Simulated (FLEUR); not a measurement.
SnO:

```
Sn O
1.0
     3.81370    0.00000    0.00000
     0.00000    3.81370    0.00000
     0.00000    0.00000    4.88691
Sn O
2 2
Direct
  0.50000 0.00000 0.76463
  0.00000 0.50000 0.23537
  0.00000 0.00000 0.00000
  0.50000 0.50000 0.00000
```

The cell is a database's computed one.

Base run:

| Quantity | Value |
| --- | --- |
| Program | FLEUR MaX-R8.1 (later development tree) |
| Functional | RPBE |
| Potentials or basis | all-electron |
| Basis | FLAPW |
| Kmax | 4.44 1/bohr |
| k mesh | 7 × 7 × 6 |
| Occupations | fermi-dirac, width 0.05 eV |
| Spin | no spin polarisation |

Its results: band gap on the k mesh 0.31 eV, indirect (least direct gap 2.10 eV).

**Question.** The run is repeated on the same cell with these changes: functional from RPBE to r2SCAN. What comes out?

**Answer.** Band gap on the k mesh 0.50 eV, indirect (least direct gap 2.42 eV).

r2SCAN gives the wider gap, since meta-GGAs in the generalised Kohn-Sham scheme recover part of the derivative discontinuity.

Caveats: spin-orbit coupling is left out, which moves the levels of the heavy elements; the mesh misses the band edges, which the band path finds closer together; the meta-GGA is that of a development version, with a GGA for the radial functions and cores and without core tails (some runs).
